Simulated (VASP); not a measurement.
# Ni (Im-3m) in VASP: a series of runs

One crystal, Ni, is run at these levels: PBE; tasks: single point.

All numbers are computed with VASP 6.6.1; they aren't measurements. Logs are shortened: lines on timing, memory, paths and dates and some standing lists are left out, and cuts for length are marked.

## Step 1: The crystal as given

Symmetry: Im-3m, No. 229, cubic system. Conventional cell: a = 2.767 Å, b = 2.767 Å, c = 2.767 Å, α = 90.00°, β = 90.00°, γ = 90.00°. Ni (site symmetry m-3m) is surrounded by 8 Ni at 2.40 Å.

This isn't the form of Ni at room conditions, which is fcc.

## Step 2: Single point, PBE, collinear spin, typed start

INCAR reads:

```
PREC     = Accurate       # precision mode
ENCUT    = 520            # plane-wave cutoff, eV
EDIFF    = 1E-7           # SCF threshold, eV
ISMEAR   = 0              # smearing method
SIGMA    = 0.15           # smearing width, eV
LREAL    = False          # projectors in reciprocal space
LASPH    = True           # aspherical terms in the spheres
NELM     = 150            # most SCF steps
ALGO     = Normal         # electronic algorithm
ISIF     = 2              # what is computed and relaxed
LWAVE    = False          # write WAVECAR
LCHARG   = True           # write CHGCAR
ISPIN    = 2              # spin polarisation
MAGMOM   = 0.59           # initial moments
LORBIT   = 11             # projections on sites
LMAXMIX  = 4              # l up to which the mixer works
GGA      = PE             # functional
LELF     = True           # ELF
LVHAR    = True         
NBANDS   = 15             # bands
```

KPOINTS reads:

```
regular mesh
0
Gamma
  26 26 26
```

POSCAR reads:

```
Ni
1.0
   -1.3837154700      1.3837154700      1.3837154700
    1.3837154700     -1.3837154700      1.3837154700
    1.3837154700      1.3837154700     -1.3837154700
Ni
1
Direct
    0.0000000000      0.0000000000      0.0000000000
```

Potentials or basis: VASP PAW PBE potentials, release 64 (Ni).

Run with:

```sh
cat potpaw_PBE.64/Ni/POTCAR > POTCAR
mpirun -np 1 vasp_std > vasp.out
```

OUTCAR:

```text
PREC = Accurate
   ENCUT = 520
   EDIFF = 1E-7
   ISMEAR = 0
   LREAL = False
   LASPH = True
   NELM = 150
   ISIF = 2
   ISPIN = 2
   LORBIT = 11
   GGA = PE

 ion  position               nearest neighbor table
   1  0.000  0.000  0.000-

  LATTYP: Found a body centered cubic cell.
 ALAT       =     2.7674309400

  Lattice vectors:

 A1 = (  -1.3837154700,   1.3837154700,   1.3837154700)
 A2 = (   1.3837154700,  -1.3837154700,   1.3837154700)
 A3 = (   1.3837154700,   1.3837154700,  -1.3837154700)

Analysis of symmetry for initial positions (statically):
=====================================================================
 Subroutine PRICEL returns:
 Original cell was already a primitive cell.

 Routine SETGRP: Setting up the symmetry group for a
 body centered cubic supercell.

 Subroutine GETGRP returns: Found 48 space group operations
 (whereof 48 operations were pure point group operations)
 out of a pool of 48 trial point group operations.

The static configuration has the point symmetry O_h .

Analysis of symmetry for dynamics (positions and initial velocities):
=====================================================================
 Subroutine PRICEL returns:
 Original cell was already a primitive cell.

 Routine SETGRP: Setting up the symmetry group for a
 body centered cubic supercell.

 Subroutine GETGRP returns: Found 48 space group operations
 (whereof 48 operations were pure point group operations)
 out of a pool of 48 trial point group operations.

The dynamic configuration has the point symmetry O_h .

Analysis of structural, dynamic, and magnetic symmetry:
=====================================================================
 Subroutine PRICEL returns:
 Original cell was already a primitive cell.

 Routine SETGRP: Setting up the symmetry group for a
 body centered cubic supercell.

 Subroutine GETGRP returns: Found 48 space group operations
 (whereof 48 operations were pure point group operations)
 out of a pool of 48 trial point group operations.

The overall configuration has the point symmetry O_h .

 Subroutine INISYM returns: Found 48 space group operations
 (whereof 48 operations are pure point group operations),
 and found     1 'primitive' translations

----------------------------------------------------------------------------------------

                                     Primitive cell

  volume of cell :      10.5974

  direct lattice vectors                    reciprocal lattice vectors
    -1.383715470  1.383715470  1.383715470     0.000000000  0.361345964  0.361345964
     1.383715470 -1.383715470  1.383715470     0.361345964  0.000000000  0.361345964
     1.383715470  1.383715470 -1.383715470     0.361345964  0.361345964  0.000000000

  length of vectors
     2.396665497  2.396665497  2.396665497     0.511020363  0.511020363  0.511020363

  position of ions in fractional coordinates (direct lattice)
     0.000000000  0.000000000  0.000000000

  ion indices of the primitive-cell ions
   primitive index   ion index
                 1           1

----------------------------------------------------------------------------------------

 KPOINTS: regular mesh

Automatic generation of k-mesh.
 Grid dimensions read from file:
 generate k-points for:   26   26   26

 Generating k-lattice:

  Cartesian coordinates                     Fractional coordinates (reciprocal lattice)
     0.000000000  0.013897922  0.013897922     0.038461538  0.000000000  0.000000000
     0.013897922  0.000000000  0.013897922     0.000000000  0.038461538  0.000000000
     0.013897922  0.013897922  0.000000000     0.000000000  0.000000000  0.038461538

  Length of vectors
     0.019654629  0.019654629  0.019654629

  Shift w.r.t. Gamma in fractional coordinates (k-lattice)
     0.000000000  0.000000000  0.000000000

 Subroutine IBZKPT returns following result:
 ===========================================

 Found    511 irreducible k-points:

 Following reciprocal coordinates:
            Coordinates               Weight
  0.000000  0.000000  0.000000      1.000000
  0.038462  0.000000  0.000000     12.000000
  0.076923  0.000000  0.000000     12.000000
  0.115385  0.000000  0.000000     12.000000
  0.153846  0.000000  0.000000     12.000000
  0.192308  0.000000  0.000000     12.000000
[... 16 lines left out ...]
  0.346154  0.038462  0.000000     48.000000
  0.384615  0.038462  0.000000     48.000000
 [... further k-points ...]
   k-points           NKPTS =    511   k-points in BZ     NKDIM =    511   number of bands    NBANDS=     15
   number of dos      NEDOS =    301   number of ions     NIONS =      1
   total plane-waves  NPLWV =   5832
   dimension x,y,z NGX =    18 NGY =   18 NGZ =   18
   dimension x,y,z NGXF=    36 NGYF=   36 NGZF=   36
   ions per type =               1
   NGX,Y,Z   is equivalent  to a cutoff of  12.49, 12.49, 12.49 a.u.
   NGXF,Y,Z  is equivalent  to a cutoff of  24.97, 24.97, 24.97 a.u.
 SYSTEM =  unknown system
   PREC   = accura    normal or accurate (medium, high low for compatibility)
   ISTART =      0    job   : 0-new  1-cont  2-samecut
   ICHARG =      2    charge: 1-file 2-atom 10-const
   ISPIN  =      2    spin polarized calculation?
   LNONCOLLINEAR =      F non collinear calculations
   LSORBIT =      F    spin-orbit coupling
   LASPH  =      T    aspherical Exc in radial PAW
   ENCUT  =  520.0 eV  38.22 Ry    6.18 a.u.   4.46  4.46  4.46*2*pi/ulx,y,z
   NELM   =    150;   NELMIN=  2; NELMDL= -5     # of ELM steps
   EDIFF  = 0.1E-06   stopping-criterion for ELM
   LREAL  =      F    real-space projection
   EDIFFG = 0.1E-05   stopping-criterion for IOM
   NSW    =      0    number of steps for IOM
   IBRION =     -1    ionic relax: 0-MD 1-quasi-New 2-CG
   NFREE  =      0    steps in history (QN), initial steepest desc. (CG)
   ISIF   =      2    stress and relaxation
   ISYM   =      2    0-nonsym 1-usesym 2-fastsym
   POTIM  = 0.5000    time-step for ionic-motion
   TEBEG  =    0.0;   TEEND  =   0.0 temperature during run
   PSTRESS=    0.0 pullay stress
   NELECT =      10.0000    total number of electrons
   NUPDOWN=      -1.0000    fix difference up-down
   EMIN   =  10.00;   EMAX   =-10.00  energy-range for DOS
   EFERMI =   0.00;   METHOD = LEGACY
   ISMEAR =     0;   SIGMA  =   0.15  broadening in eV -4-tet -1-fermi 0-gaus
   EFERMI_NEDOS =   21; number of points for ismear=-14 and -15
   IALGO  =     38    algorithm
   IMIX   =      4    mixing-type and parameters
     AMIX     =   0.40;   BMIX     =  1.00
     AMIX_MAG =   1.60;   BMIX_MAG =  1.00
  volume/ion in A,a.u.               =      10.60        71.51
  Fermi-wavevector in a.u.,A,eV,Ry     =   1.605738  3.034405 35.081190  2.578395
  Thomas-Fermi vector in A             =   2.702037
   LORBIT       =     11    0 simple, 1 ext, 2 COOP (PROOUT), +10 PAW based schemes
   GGA     = PE    functional components
   LHFCALC =     F    Hartree Fock is set to
   AEXX    =    0.0000 exact exchange contribution
   IVDW    =     0    specifies the selected vdW correction
   LEPSILON=     F    determine dielectric tensor
   LRPA    =     F    only Hartree local field effects (RPA)
 spin polarized calculation
 Gauss-broadening in eV      SIGMA  =   0.15
  energy-cutoff  :      520.00
  volume of cell :       10.60
 maximum number of plane-waves:       321
 NGX is ok and might be reduce to    18
   NGX =  9   NGY =  9   NGZ =  9

 number of electron      10.0000004 magnetization       0.5319868

 Free energy of the ion-electron system (eV)
  ---------------------------------------------------
  ext. energy  EPLUGINS =         0.00000000
  ---------------------------------------------------
  free energy    TOTEN  =        -5.37649741 eV

  energy without entropy =       -5.35922775  energy(sigma->0) =       -5.36786258

 E-fermi :   9.6168     XC(G=0): -13.4062

 val. band max:        9.6164239706   @ k =  -0.3077   0.3846   0.1923
 cond. band min:       9.6179147969   @ k =  -0.3077   0.3846   0.1538
 fundamental gap:      0.0014908262
 Fermi energy:         9.6168423555

 spin component 1

 k-point     1 :       0.0000    0.0000    0.0000
  band No.  band energies     occupation
      1       0.5546      1.00000
      2       7.2796      1.00000
      3       7.2796      1.00000
      4       7.2796      1.00000
      5       8.7428      1.00000
      6       8.7428      1.00000
      7      36.3543      0.00000
      8      36.3543      0.00000
      9      36.3543      0.00000
     10      41.4344      0.00000
     11      41.4344      0.00000
     12      42.6810      0.00000
     13      42.6810      0.00000
     14      42.6810      0.00000
     15      43.3452      0.00000

 k-point     2 :       0.0385    0.0000    0.0000
  band No.  band energies     occupation
      1       0.6173      1.00000
      2       7.2649      1.00000
      3       7.2788      1.00000
      4       7.3085      1.00000
      5       8.7275      1.00000
      6       8.7440      1.00000
      7      35.8205      0.00000
      8      36.2472      0.00000
      9      36.2710      0.00000
     10      40.7704      0.00000
     11      41.1895      0.00000
     12      41.4198      0.00000
     13      42.0403      0.00000
     14      43.5505      0.00000
     15      43.6219      0.00000
[... 365 lines left out ...]
      3       7.8263      1.00000
      4       8.6027      1.00000
      5       8.8938      1.00000
      6       9.2536      0.99969
      7      20.0422      0.00000
      8      29.4782      0.00000
      9      30.9628      0.00000
     10      34.4980      0.00000
     11      37.9204      0.00000
     12      44.5721      0.00000
     13      46.9573      0.00000
     14      55.1426      0.00000
     15      55.5451      0.00000

 k-point    24 :       0.3846    0.0385    0.0000
  band No.  band energies     occupation
      1       4.7730      1.00000
      2       6.4110      1.00000
      3       8.3308      1.00000
      4       8.6593      1.00000
      5       8.9633      1.00000
      6       9.5431      0.75658
      7      18.4753      0.00000
      8      29.0560      0.00000
      9      30.3982      0.00000
     10      34.3581      0.00000
     11      37.8875      0.00000
     12      45.2750      0.00000
     13      47.6774      0.00000
     14      54.6219      0.00000
     15      55.7494      0.00000

 [... further k-points ...]

 spin component 2

 k-point     1 :       0.0000    0.0000    0.0000
  band No.  band energies     occupation
      1       0.5443      1.00000
      2       7.9271      1.00000
      3       7.9271      1.00000
      4       7.9271      1.00000
      5       9.2048      0.99995
      6       9.2048      0.99995
      7      36.2617      0.00000
      8      36.2617      0.00000
      9      36.2617      0.00000
     10      41.3652      0.00000
     11      41.3652      0.00000
     12      42.8582      0.00000
     13      42.8582      0.00000
     14      42.8582      0.00000
     15      43.4979      0.00000

 k-point     2 :       0.0385    0.0000    0.0000
  band No.  band energies     occupation
      1       0.6070      1.00000
      2       7.9115      1.00000
      3       7.9257      1.00000
      4       7.9570      1.00000
      5       9.1887      0.99997
      6       9.2060      0.99995
      7      35.7426      0.00000
      8      36.1567      0.00000
      9      36.1875      0.00000
     10      40.7647      0.00000
     11      41.2684      0.00000
     12      41.5895      0.00000
     13      42.0645      0.00000
     14      43.6951      0.00000
     15      43.7336      0.00000
[... 365 lines left out ...]
      3       8.0979      1.00000
      4       9.1466      1.00000
      5       9.3643      0.99137
      6       9.9472      0.00092
      7      20.2393      0.00000
      8      29.4522      0.00000
      9      31.0714      0.00000
     10      34.5897      0.00000
     11      38.0010      0.00000
     12      44.5860      0.00000
     13      46.9675      0.00000
     14      55.4905      0.00000
     15      56.1149      0.00000

 k-point    24 :       0.3846    0.0385    0.0000
  band No.  band energies     occupation
      1       5.0427      1.00000
      2       7.0029      1.00000
      3       8.5469      1.00000
      4       9.1981      0.99996
      5       9.4217      0.96713
      6      10.2051      0.00000
      7      18.7125      0.00000
      8      29.0274      0.00000
      9      30.4988      0.00000
     10      34.4595      0.00000
     11      37.9712      0.00000
     12      45.2762      0.00000
     13      47.6925      0.00000
     14      54.9746      0.00000
     15      56.5587      0.00000

 [... further k-points ...]
[... 5 lines left out ...]
  --------------------------------------------------------------------------------------
  -------------------------------------------------------------------------------------
  Total        0.4856065      0.4856065      0.4856065      0.0000000      0.0000000     -0.0000000
  in kB       73.4166657     73.4166657     73.4166657      0.0000000      0.0000000     -0.0000000
  external PRESSURE =      73.4166657 kB  Pullay stress =       0.0000000 kB

 VOLUME and BASIS-vectors are now :
 -----------------------------------------------------------------------------
  energy-cutoff  :      520.00
  volume of cell :       10.60
      direct lattice vectors                 reciprocal lattice vectors
    -1.383715470  1.383715470  1.383715470     0.000000000  0.361345964  0.361345964
     1.383715470 -1.383715470  1.383715470     0.361345964  0.000000000  0.361345964
     1.383715470  1.383715470 -1.383715470     0.361345964  0.361345964  0.000000000

 POSITION                                       TOTAL-FORCE (eV/Angst)
 -----------------------------------------------------------------------------------
      0.00000      0.00000      0.00000        -0.000000     -0.000000      0.000000
 -----------------------------------------------------------------------------------
    total drift:                                0.000000     -0.000000      0.000000

  FREE ENERGIE OF THE ION-ELECTRON SYSTEM (eV)
  ---------------------------------------------------
  free  energy   TOTEN  =        -5.3764974121 eV

  energy  without entropy=       -5.3592277481  energy(sigma->0) =       -5.36786258

 total charge

# of ion       s       p       d       tot
------------------------------------------
    1        0.503   0.512   8.347   9.362

 magnetization (x)

# of ion       s       p       d       tot
------------------------------------------
    1       -0.004  -0.016   0.558   0.538
```

It took 2 min on 1 thread of AMD EPYC 7R13 (Zen 3), shared host; peak memory 0.2 GiB.

Results:

```yaml
Free_energy: -5.3765 eV
Pressure: 7.3 GPa
Band_gap_on_the_k_mesh: none (metal or under the smearing width)
Net_moment: 0.53 μB per cell
Site_moments: Ni +0.54 μB
Valence_electrons_inside_the_program's_atomic_spheres: Ni 9.36
```

(Continued in part 2 of 2.)
